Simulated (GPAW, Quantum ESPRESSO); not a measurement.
Consider BeS (F-43m).

```xyz
2
Lattice="0.0000 2.4250 2.4250 2.4250 0.0000 2.4250 2.4250 2.4250 0.0000" Properties=species:S:1:pos:R:3 pbc="T T T"
S     3.6375    3.6375    3.6375
Be    0.0000    0.0000    0.0000
```

Absorber: atom 1, with 4 Be at 2.10 Å (tetrahedral, site symmetry -43m). Method: Quantum ESPRESSO XSpectra, LDA, full core hole (charged cell), 12-atom cell with 5.9 Å between holes, 5×4×5 k points, dipole transitions, Lorentzian half width 0.3 eV up to 4 eV, rising linearly to 2.5 eV at 25 eV (counted from xe0, 1.4 eV below the zero used here).

The database entry behind the starting cell differs from later determinations by our own check (0.1 to 0.3 % short, probably kX units), so it need not match the best structure at ambient conditions.

Question: Predict the near-edge structure at the S K edge.

Main maxima up to 24 eV above the zero (height): 3.7 eV (1.86) and 13.5 eV (0.98). A K edge sees empty p states on the absorber. The total-energy difference plus the lowest empty eigenvalue puts the zero at 2475.79 eV. One term is added: -16.82 eV, since the hole is spin-paired here and a spin-polarised one costs that much less in the free atom (computed apart). The photon energy is then 2458.97 eV. The functional and the charged cell's background leave an error in such absolute values: in the free atom LDA prices this hole 9.1 eV below PBE (computed apart), and PBE is itself good to a few eV.

The S K spectrum (energy from the lowest empty level; intensity scaled to a mean of 1 over the first 20 eV; the points at xe0, where the cut of filled states can leave a spike, are interpolated):

```tsv
E (eV)	intensity
-2.00	0.03
-1.25	0.04
-0.50	0.06
0.25	0.11
1.00	0.27
1.75	0.63
2.50	1.39
3.25	1.77
4.00	1.82
4.75	1.58
5.50	1.50
6.25	1.35
7.00	1.25
7.75	1.15
8.50	1.08
9.25	1.04
10.00	1.01
10.75	0.97
11.50	0.94
12.25	0.93
13.00	0.96
13.75	0.97
14.50	0.93
15.25	0.86
16.00	0.81
16.75	0.77
17.50	0.74
18.25	0.71
19.00	0.68
19.75	0.66
20.50	0.64
21.25	0.64
22.00	0.64
22.75	0.65
23.50	0.66
24.25	0.66
25.00	0.67
25.75	0.68
26.50	0.68
27.25	0.68
28.00	0.68
28.75	0.70
29.50	0.72
30.25	0.75
31.00	0.77
31.75	0.78
```

The holes are only 5.9 Å apart, so the shape is probably not converged with cell size; no larger cell was run here. The structure is a published determination, not relaxed.

[Banner, clock and machine lines of the logs are left out without a mark of their own.]

[Logs are printed without paths, hosts, clocks, repeated set-up lines and the standing remarks that a program may print on its own settings, such as how far it seeks lower states.]

[Hosts, paths, dates, database ids (printed as entryN), source tags and the programs' standing remarks are cut or masked in the printed files.]

[Lists of maxima count a maximum above −3 eV only where it reaches 4 % of the highest in the window and stands out from its surroundings by 2 % of it (1.5 % where it reaches 55 %); shoulders and weaker maxima are passed over, and of the rest the first, up to two pre-edge ones and the few strongest are named.]
